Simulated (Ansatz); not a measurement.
# NiS2 monolayer (2H): from the cell to its phonons

Task: relax NiS2 monolayer (2H), then find its harmonic phonons.

Calculated with Ansatz 0.2.0; DFT PBE, scalar-relativistic, plane waves, PAW.

## 1. The starting structure

The cell holds 3 atoms: 1 Ni and 2 S. Cell: a = 3.320 Å, b = 3.320 Å, c = 20.000 Å, α = 90.0°, β = 90.0°, γ = 120.0°. Vacuum lies along c.

## 2. Coarse relaxation

A rough relaxation comes first, because large forces or stress need no tight tolerances yet.

The program solves this slab on a cell height of its own, 30.0 Å, in place of the one typed.

The input, input.yaml:

```yaml
crystal:
  lattice:
    - [3.32, 0.0, 0.0]
    - [-1.66, 2.8752, 0.0]
    - [0.0, 0.0, 20.0]
  atoms:
    - { symbol: Ni, position: [0.333333, 0.666667, 0.5] }
    - { symbol: S, position: [0.666667, 0.333333, 0.5775] }
    - { symbol: S, position: [0.666667, 0.333333, 0.4225] }
  periodic: [true, true, false]
kpoints:
  mp_grid: { grid: [9, 9, 1] }
hamiltonian:
  xc: pbe
scf:
  occupations: { method: gaussian, width: 0.1 }
output:
  forces: true
  stress: true
  eigenvalues: true
relax:
  adjacent_minimum: "off"
  f_tol: 0.05
  max_steps: 80
  cell: { stress_2d_tol: 0.02 }
```

The run is started by

```
> ansatz run input.yaml --threads 4 --pin off --max-ram 14336MiB --backend cpu --events-out ev --progress --plain --runs-dir out
```

Numbers of over 12 decimals in the logs are rounded to 6 here.

Log:

```text
[...]
F+E_penalty+E_count = -7644.02952527 eV   max|allowed force component| = 7.934e-4 eV/Å   (the final SCF, on the basis selected at the relaxed cell)
  cell:  # Å, volume = 324.4998 Å³
    - [3.534120, 0, 0]
    - [-1.767060, 3.060638, 0]
    - [0, 0, 30.0]
  atoms:
    - { symbol: Ni, position: [0.333333, 0.666667, 0.333333] }
    - { symbol: S, position: [0.666667, 0.333333, 0.368735] }
    - { symbol: S, position: [0.666667, 0.333333, 0.297932] }
[key lines of the parts left out:]
SCF converged after 7 iterations
Free energy (F): -7644.029525 eV
Fermi energy:    -3.751605 eV
P = ½ c Tr σ = 0.0047 N/m
```

Wall time 23 s (4 threads of Arm Neoverse V2, shared host); peak memory 0.57 GiB; 83 s of CPU time.

This run has no spin polarisation, although Ni can carry a moment.

The steps of the relaxation:

```csv
step,energy less that of the first step (eV),largest force component (eV/Å),volume (Å³)
1,0.0000,2.0230,286.37
2,-0.6286,0.9763,279.52
3,-0.7927,0.3218,282.36
4,-0.8722,0.0260,296.14
5,-0.8632,1.7500,325.31
6,-0.9256,0.2787,309.94
7,-0.9535,0.0348,321.97
8,-0.9541,0.0065,324.28
9,-0.9541,0.0000,324.04
10*,-0.9561,0.0009,324.04
11,-0.9561,0.0008,324.50
12*,-0.9561,0.0008,324.50
```

Relaxation steps marked * repeat the geometry before them on a plane-wave basis chosen anew for their cell, so energy and pressure can jump there. Relaxation step 5 was tried and not accepted.

Forces are held to the 12 operations that the run works with; a distortion that breaks them can't arise in this run.

```csv
cell as run,before,after,change
a (Å),3.320,3.534,+6.4 %
b (Å),3.320,3.534,+6.4 %
```

The atoms that moved most (Å, along periodic axes as changes of fractional coordinates times the final cell, across vacuum about the mean position):

```csv
atom,dx,dy,dz,length
S2,0.000,0.000,-0.488,0.488
S3,0.000,0.000,0.488,0.488
```

The relaxed structure:

```xyz
3
Lattice="3.5341 0.0000 0.0000 -1.7671 3.0606 0.0000 0.0000 0.0000 30.0000" Properties=species:S:1:pos:R:3
Ni    0.0000    2.0404   10.0000
S     1.7671    1.0202   11.0620
S     1.7671    1.0202    8.9380
```

Numbers from this step:

- gap on the k-mesh: 0 eV
- area per atom: 3.606 Å²

The relaxation ends with a largest force component of 7.9e-4 eV/Å.

## 3. Bringing the structure to rest

Harmonic phonons are second derivatives at a point where the forces vanish, and they are wanted at zero stress, so atoms and cell are relaxed first.

The input, input.yaml:

```yaml
crystal:
  lattice:
    - [3.5341199052, 0.0, 0.0]
    - [-1.7670599526, 3.0606376179, 0.0]
    - [0.0, 0.0, 30.0]
  atoms:
    - { symbol: Ni, position: [0.3333333333, 0.6666666667, 0.3333333333] }
    - { symbol: S, position: [0.6666666667, 0.3333333333, 0.3687349436] }
    - { symbol: S, position: [0.6666666667, 0.3333333333, 0.2979317231] }
  periodic: [true, true, false]
kpoints:
  mp_grid: { grid: [15, 15, 1] }
hamiltonian:
  xc: pbe
scf:
  occupations: { method: gaussian, width: 0.1 }
output:
  forces: true
  stress: true
  eigenvalues: true
  write_density: true
  write_potential: true
  elf: true
  volumetric_format: npy
relax:
  adjacent_minimum: "off"
  f_tol: 0.005
  max_steps: 80
  cell: { stress_2d_tol: 0.02 }
```

Log:

```text
[...]
Crystal: 3 atoms, lattice volume = 324.500 Å³
Basis set: ecut = 420 eV, 6299 PW (Γ), exchange–correlation on 48×48×432 points (8 copies of the dense FFT grid, shifted against one another)
Bands: 19, of which v1, the nominal top of the filled ones, is band 15 counted from 1 (14 counted from 0)
Symmetry: 12 space group operations
[...]
k-points: 27 of 225 (time reversal used)
[...]
SCF iter   1: F=—  HF=-7644.059526 eV  |F-HF|=—  |Δ(HF+E_count)|=         —  Δρ=1.11e-2  dr2=3.72e-1  ethr=1.77e-3  ⟨swp⟩=12.0  Hψ=4074  notcnv=0
[...]
SCF iter   8: F=-7644.027809 eV  HF=-7644.027809 eV  |F-HF|=1.33e-9  |Δ(HF+E_count)|=   3.59e-8  Δρ=2.78e-6  dr2=1.33e-8  ethr=3.33e-10  ⟨swp⟩=19.1  Hψ=5570  notcnv=0
SCF 1 converged in 8 iterations: F = -7644.027809 eV  dr2 = 1.33e-8
[...]
relax step   1: F+E_penalty+E_count = -7644.02780866 eV  Δ(F+E_penalty+E_count) = +0.000e0 eV  max|allowed force component| = 2.056e-3 eV/Å  Δτ_max = 0.0000 Å  P = +0.021 N/m  Ω = 324.500 Å³  fix = [c, alpha, beta]  reactions: c +0.000 N/m  (8 SCF iters, dr2 threshold 1.00e-7 eV, accepted)
Crystal: 3 atoms, lattice volume = 324.560 Å³
[...]
SCF iter   6: F=-7644.027810 eV  HF=-7644.027810 eV  |F-HF|=1.63e-8  |Δ(HF+E_count)|=   7.15e-9  Δρ=1.24e-7  dr2=2.24e-11  ethr=2.41e-12  ⟨swp⟩=11.0  Hψ=3914  notcnv=0
SCF 2 converged in 6 iterations: F = -7644.027810 eV  dr2 = 2.24e-11
relax step   2: F+E_penalty+E_count = -7644.02780989 eV  Δ(F+E_penalty+E_count) = -1.224e-6 eV  max|allowed force component| = 1.692e-3 eV/Å  Δτ_max = 0.0001 Å  P = +0.014 N/m  Ω = 324.560 Å³  energy of the carried Pulay correction = -1.316e-6 eV  fix = [c, alpha, beta]  reactions: c +0.000 N/m  (6 SCF iters, dr2 threshold 7.23e-10 eV, accepted)
[...]
SCF iter   8: F=-7644.027811 eV  HF=-7644.027811 eV  |F-HF|=2.64e-11  |Δ(HF+E_count)|=  4.64e-11  Δρ=1.34e-8  dr2=3.40e-13  ethr=1.00e-12  ⟨swp⟩=11.1  Hψ=4137  notcnv=0
SCF 3 converged in 8 iterations: F = -7644.027811 eV  dr2 = 3.40e-13
relax step   3: F+E_penalty+E_count = -7644.02781110 eV  Δ(F+E_penalty+E_count) = -1.212e-6 eV  max|allowed force component| = 1.691e-3 eV/Å  Δτ_max = 0.0000 Å  P = +0.014 N/m  Ω = 324.560 Å³  fix = [c, alpha, beta]  reactions: c +0.000 N/m  stress off target by 1.38e-2 N/m on what of the cell is left free  SCF on the basis re-selected at this cell (its energy is not comparable with the rows above)  (8 SCF iters)
[...]
SCF converged after 8 iterations
Free energy (F): -7644.027811 eV
[...]
Internal energy: -7644.022409 eV  (E = F + TS)
E sigma→0 (E₀):  -7644.025110 eV
Entropy (-TS):   -0.005402 eV (-1.801 meV/atom)
Fermi energy:    -3.772530 eV
[...]
--- Forces (eV/Å), atoms counted from 1 ---
  atom   1  Ni     0.00000000     0.00000000     0.00000000
  atom   2  S      0.00000000    -0.00000000    -0.00169101
  atom   3  S      0.00000000    -0.00000000     0.00169101
  max |Σ_I F_I| component: 2.31e-17 eV/Å
--- 2D stress c σ (N/m, compression-positive) ---
        0.013762       0.000000      -0.000000
       -0.000000       0.013762      -0.000000
       -0.000000      -0.000000       0.000000
  P = ½ c Tr σ = 0.0138 N/m
--- Band table (eV; the first three rows and the last of 27) ---
  k-point 0: bands = [... 11 lower, -5.5532, -3.7798, -3.7798, -3.6374, -3.6374, -3.5736, -1.6861, -0.3847]
  k-point 1: bands = [... 11 lower, -5.5783, -3.9855, -3.8702, -3.8430, -3.6110, -3.4684, -1.3897, -0.3209]
  k-point 2: bands = [... 11 lower, -5.6585, -4.3881, -4.2428, -4.1081, -3.5405, -3.2886, -0.7768, -0.1335]
  k-point 26: bands = [... 11 lower, -6.2861, -6.2645, -6.0429, -5.1171, -3.7409, -1.7554, 1.5801, 2.0982]
--- Relaxed structure (2 steps of the walk, 2 accepted, 1 SCFs on fresh bases) ---
[...]
cell:  # Å, volume = 324.5602 Å³
    - [3.534449, 0.0, 0]
    - [-1.767224, 3.060922, 0]
    - [0, 0, 30.0]
  atoms:
    - { symbol: Ni, position: [0.333333, 0.666667, 0.333333] }
    - { symbol: S, position: [0.666667, 0.333333, 0.368732] }
    - { symbol: S, position: [0.666667, 0.333333, 0.297935] }
```

It took 13 s on 4 threads; peak memory 0.65 GiB.

Little changed from the start: no atom moved by 0.005 Å and no cell edge by 0.1 %.

Electrostatic potential energy in the ac plane at fractional y = 0.333, with atoms of S within 0.2 Å of it. With pseudopotentials it is smooth inside the atoms' cores, unlike the true potential.

Ten even steps from '0' (-29 eV) to '9' (0 eV), each cell a mean:
```
99999999999999
99999999999999
99999999999999
99999999999999
99999999999999
99999999999999
99999999999999
99999999999999
99999999999999
99999999999999
99999999999999
99999999999999
99999999999999
99999999999999
99999874322358
88888752101136
88888741000026
99999985444578
99999999999999
99999999999999
99999999999999
99999999999999
99999999999999
99999999999999
```
Columns run along a (3.5 Å; values clipped at the 3rd and 97th percentile), rows up along c (30.0 Å). Atoms in or near the plane, at fractional coordinates: S at (0.67, 0.37), S at (0.67, 0.30).

ELF in the ac plane at fractional y = 0.333, with atoms of S within 0.2 Å of it. It is the smooth field of the valence electrons, not physical close to the nuclei.

Ten even steps from '0' (0.00) to '9' (0.81), each cell a mean:
```
00000000000000
00000000000000
00000000000000
00000000000000
00000000000000
00000000000000
00000000000000
00000000000000
00000000000000
00000000000000
00000000000000
00000000000000
00000000000000
00000012333221
52014799988998
42223578645786
53224688534798
41003689999997
00000001121110
00000000000000
00000000000000
00000000000000
00000000000000
00000000000000
```
Columns run along a (3.5 Å), rows up along c (30.0 Å). Atoms in or near the plane, at fractional coordinates: S at (0.67, 0.37), S at (0.67, 0.30).

Valence density in the ac plane at fractional y = 0.333, with atoms of S within 0.2 Å of it. It is the smooth field of the valence electrons, not physical close to the nuclei.

Ten steps, logarithmic in the rise over the least value, from '_' (0.00 × 1e-1 e/Å³) to '@' (9.56 × 1e-1 e/Å³), each cell a mean:
```
____________________________
____________________________
____________________________
____________________________
____________________________
____________________________
____________________________
____________________________
____________________________
____________________________
____________________________
____________________________
____________________________
..________....::::::::::::..
++======++**%%@@@@@@@@@@%%##
####**####%%@@@@@@@@@@@@@@%%
##******##%%@@@@@@@@@@@@@@%%
++------==++##%%%%%%%%%%##**
____________..............__
____________________________
____________________________
____________________________
____________________________
____________________________
```
Columns run along a (3.5 Å), rows up along c (30.0 Å). Atoms in or near the plane, at fractional coordinates: S at (0.67, 0.37), S at (0.67, 0.30).

## 4. Tight relaxation

Phonons need a cell at rest on their own settings, so the relaxation is repeated with tight tolerances on forces and stress on the k mesh and occupations of the first response run.

input.yaml, the sections that differ from step 3:

```yaml
crystal:
  lattice:
    - [3.5344488403, 0.0, 0.0]
    - [-1.7672244201, 3.0609224841, 0.0]
    - [0.0, 0.0, 30.0]
  atoms:
    - { symbol: Ni, position: [0.3333333333, 0.6666666667, 0.3333333333] }
    - { symbol: S, position: [0.6666666667, 0.3333333333, 0.3687317535] }
    - { symbol: S, position: [0.6666666667, 0.3333333333, 0.2979349132] }
  periodic: [true, true, false]
kpoints:
  mp_grid: { grid: [18, 18, 1] }
scf:
  occupations: { method: methfessel_paxton, width: 0.2 }
relax:
  adjacent_minimum: "off"
  f_tol: 0.001
  max_steps: 60
  cell: { stress_2d_tol: 0.002 }
# hamiltonian, output: as in step 3
```

Log:

```text
[...]
Crystal: 3 atoms, lattice volume = 324.560 Å³
Basis set: ecut = 420 eV, 6299 PW (Γ), exchange–correlation on 48×48×432 points (8 copies of the dense FFT grid, shifted against one another)
Bands: 19, of which v1, the nominal top of the filled ones, is band 15 counted from 1 (14 counted from 0)
Symmetry: 12 space group operations
[...]
--- Relaxed structure (3 steps of the walk, 3 accepted, 1 SCFs on fresh bases) ---
[...]
cell:  # Å, volume = 324.5195 Å³
    - [3.534227, -2.8865735629916182e-11, 0.0]
    - [-1.767114, 3.060731, 0.0]
    - [0.0, 0.0, 30.0]
  atoms:
    - { symbol: Ni, position: [0.333333, 0.666667, 0.333333] }
    - { symbol: S, position: [0.666667, 0.333333, 0.368710] }
    - { symbol: S, position: [0.666667, 0.333333, 0.297957] }
[key lines of the parts left out:]
SCF converged after 10 iterations
Free energy (F): -7644.021422 eV
Fermi energy:    -3.742285 eV
P = ½ c Tr σ = 0.0013 N/m
```

Run time: 24 s. Hardware: 4 threads; peak memory 0.69 GiB.

Little changed from the start: no atom moved by 0.005 Å and no cell edge by 0.1 %.

ELF in the ac plane at fractional y = 0.333, with atoms of S within 0.2 Å of it. It is the smooth field of the valence electrons, not physical close to the nuclei.

Values, 24 rows by 14 columns, each cell a mean:
```
0.00 0.00 0.00 0.00 0.00 0.00 0.00 0.00 0.00 0.00 0.00 0.00 0.00 0.00
0.00 0.00 0.00 0.00 0.00 0.00 0.00 0.00 0.00 0.00 0.00 0.00 0.00 0.00
0.00 0.00 0.00 0.00 0.00 0.00 0.00 0.00 0.00 0.00 0.00 0.00 0.00 0.00
0.00 0.00 0.00 0.00 0.00 0.00 0.00 0.00 0.00 0.00 0.00 0.00 0.00 0.00
0.00 0.00 0.00 0.00 0.00 0.00 0.00 0.00 0.00 0.00 0.00 0.00 0.00 0.00
0.00 0.00 0.00 0.00 0.00 0.00 0.00 0.00 0.00 0.00 0.00 0.00 0.00 0.00
0.00 0.00 0.00 0.00 0.00 0.00 0.00 0.00 0.00 0.00 0.00 0.00 0.00 0.00
0.00 0.00 0.00 0.00 0.00 0.00 0.00 0.00 0.00 0.00 0.00 0.00 0.00 0.00
0.00 0.00 0.00 0.00 0.00 0.00 0.00 0.00 0.00 0.00 0.00 0.00 0.00 0.00
0.00 0.00 0.00 0.00 0.00 0.00 0.00 0.00 0.00 0.00 0.00 0.00 0.00 0.00
0.00 0.00 0.00 0.00 0.00 0.00 0.00 0.00 0.00 0.00 0.00 0.00 0.00 0.00
0.00 0.00 0.00 0.00 0.00 0.00 0.00 0.00 0.00 0.00 0.00 0.00 0.00 0.00
0.00 0.00 0.00 0.00 0.00 0.00 0.00 0.00 0.00 0.00 0.00 0.00 0.00 0.00
0.04 0.01 0.00 0.01 0.02 0.07 0.14 0.21 0.25 0.27 0.26 0.22 0.17 0.10
0.44 0.18 0.07 0.11 0.33 0.61 0.77 0.81 0.74 0.66 0.69 0.80 0.80 0.71
0.36 0.22 0.18 0.19 0.30 0.48 0.63 0.66 0.51 0.40 0.44 0.62 0.67 0.57
0.43 0.24 0.17 0.20 0.35 0.57 0.71 0.71 0.48 0.30 0.37 0.63 0.74 0.66
0.36 0.14 0.05 0.08 0.26 0.52 0.69 0.77 0.77 0.74 0.76 0.78 0.74 0.62
0.02 0.01 0.00 0.00 0.01 0.04 0.08 0.12 0.15 0.17 0.16 0.14 0.10 0.06
0.00 0.00 0.00 0.00 0.00 0.00 0.00 0.00 0.00 0.00 0.00 0.00 0.00 0.00
0.00 0.00 0.00 0.00 0.00 0.00 0.00 0.00 0.00 0.00 0.00 0.00 0.00 0.00
0.00 0.00 0.00 0.00 0.00 0.00 0.00 0.00 0.00 0.00 0.00 0.00 0.00 0.00
0.00 0.00 0.00 0.00 0.00 0.00 0.00 0.00 0.00 0.00 0.00 0.00 0.00 0.00
0.00 0.00 0.00 0.00 0.00 0.00 0.00 0.00 0.00 0.00 0.00 0.00 0.00 0.00
```
Columns run along a (3.5 Å), rows up along c (30.0 Å). Atoms in or near the plane, at fractional coordinates: S at (0.67, 0.37), S at (0.67, 0.30).

Electrostatic potential energy in the ac plane at fractional y = 0.333, with atoms of S within 0.2 Å of it. With pseudopotentials it is smooth inside the atoms' cores, unlike the true potential.

Values in eV, 24 rows by 14 columns, each cell a mean:
```
  0   0   0   0   0   0   0   0   0   0   0   0   0   0
  0   0   0   0   0   0   0   0   0   0   0   0   0   0
  0   0   0   0   0   0   0   0   0   0   0   0   0   0
  0   0   0   0   0   0   0   0   0   0   0   0   0   0
  0   0   0   0   0   0   0   0   0   0   0   0   0   0
  0   0   0   0   0   0   0   0   0   0   0   0   0   0
  0   0   0   0   0   0   0   0   0   0   0   0   0   0
  0   0   0   0   0   0   0   0   0   0   0   0   0   0
  0   0   0   0   0   0   0   0   0   0   0   0   0   0
  0   0   0   0   0   0   0   0   0   0   0   0   0   0
  0   0   0   0   0   0   0   0   0   0   0   0   0   0
  0   0   0   0   0   0   0   0   0   0   0   0   0   0
  0   0   0   0   0   0   0   0   0   0   0   0   0   0
  0   0   0   0   0   0   0   0  -1  -1  -1   0   0   0
 -2  -1   0  -1  -1  -3  -8 -16 -19 -21 -20 -18 -12  -6
 -5  -5  -5  -5  -5  -6 -13 -22 -25 -26 -26 -23 -18  -9
 -5  -4  -4  -4  -4  -7 -15 -25 -28 -29 -28 -27 -20 -10
 -1  -1   0   0  -1  -2  -5 -12 -15 -16 -16 -13  -8  -4
  0   0   0   0   0   0   0   0   0   0   0   0   0   0
  0   0   0   0   0   0   0   0   0   0   0   0   0   0
  0   0   0   0   0   0   0   0   0   0   0   0   0   0
  0   0   0   0   0   0   0   0   0   0   0   0   0   0
  0   0   0   0   0   0   0   0   0   0   0   0   0   0
  0   0   0   0   0   0   0   0   0   0   0   0   0   0
```
Columns run along a (3.5 Å; values clipped at the 3rd and 97th percentile), rows up along c (30.0 Å). Atoms in or near the plane, at fractional coordinates: S at (0.67, 0.37), S at (0.67, 0.30).

Valence density in the ac plane at fractional y = 0.333, with atoms of S within 0.2 Å of it. It is the smooth field of the valence electrons, not physical close to the nuclei.

Values in units of 1e-1 e/Å³, 24 rows by 14 columns, each cell a mean:
```
0.0 0.0 0.0 0.0 0.0 0.0 0.0 0.0 0.0 0.0 0.0 0.0 0.0 0.0
0.0 0.0 0.0 0.0 0.0 0.0 0.0 0.0 0.0 0.0 0.0 0.0 0.0 0.0
0.0 0.0 0.0 0.0 0.0 0.0 0.0 0.0 0.0 0.0 0.0 0.0 0.0 0.0
0.0 0.0 0.0 0.0 0.0 0.0 0.0 0.0 0.0 0.0 0.0 0.0 0.0 0.0
0.0 0.0 0.0 0.0 0.0 0.0 0.0 0.0 0.0 0.0 0.0 0.0 0.0 0.0
0.0 0.0 0.0 0.0 0.0 0.0 0.0 0.0 0.0 0.0 0.0 0.0 0.0 0.0
0.0 0.0 0.0 0.0 0.0 0.0 0.0 0.0 0.0 0.0 0.0 0.0 0.0 0.0
0.0 0.0 0.0 0.0 0.0 0.0 0.0 0.0 0.0 0.0 0.0 0.0 0.0 0.0
0.0 0.0 0.0 0.0 0.0 0.0 0.0 0.0 0.0 0.0 0.0 0.0 0.0 0.0
0.0 0.0 0.0 0.0 0.0 0.0 0.0 0.0 0.0 0.0 0.0 0.0 0.0 0.0
0.0 0.0 0.0 0.0 0.0 0.0 0.0 0.0 0.0 0.0 0.0 0.0 0.0 0.0
0.0 0.0 0.0 0.0 0.0 0.0 0.0 0.0 0.0 0.0 0.0 0.0 0.0 0.0
0.0 0.0 0.0 0.0 0.0 0.0 0.0 0.0 0.0 0.0 0.0 0.0 0.0 0.0
0.1 0.0 0.0 0.0 0.1 0.1 0.1 0.2 0.2 0.3 0.2 0.2 0.2 0.1
1.3 0.7 0.5 0.6 1.0 2.0 3.8 6.3 6.8 6.3 6.6 6.7 5.0 2.9
2.9 2.4 2.3 2.4 2.7 3.8 6.0 8.6 8.4 7.1 7.7 8.8 7.4 4.8
2.9 2.2 2.0 2.0 2.5 4.0 6.6 9.5 8.6 6.4 7.5 9.6 8.2 5.2
0.9 0.5 0.4 0.4 0.7 1.4 2.7 4.6 5.5 5.7 5.7 5.0 3.6 2.0
0.0 0.0 0.0 0.0 0.0 0.0 0.1 0.1 0.1 0.1 0.1 0.1 0.1 0.1
0.0 0.0 0.0 0.0 0.0 0.0 0.0 0.0 0.0 0.0 0.0 0.0 0.0 0.0
0.0 0.0 0.0 0.0 0.0 0.0 0.0 0.0 0.0 0.0 0.0 0.0 0.0 0.0
0.0 0.0 0.0 0.0 0.0 0.0 0.0 0.0 0.0 0.0 0.0 0.0 0.0 0.0
0.0 0.0 0.0 0.0 0.0 0.0 0.0 0.0 0.0 0.0 0.0 0.0 0.0 0.0
0.0 0.0 0.0 0.0 0.0 0.0 0.0 0.0 0.0 0.0 0.0 0.0 0.0 0.0
```
Columns run along a (3.5 Å), rows up along c (30.0 Å). Atoms in or near the plane, at fractional coordinates: S at (0.67, 0.37), S at (0.67, 0.30).

The largest force component left is 0.018 meV/Å, within the tolerances set.

(Part 1 of 2 ends here.)

[Logs are printed without paths, hosts, clocks, repeated set-up lines and the standing remarks that a program may print on its own settings, such as how far it seeks lower states.]

[Hosts, paths, dates, database ids (printed as entryN), source tags and the programs' standing remarks are cut or masked in the printed files.]
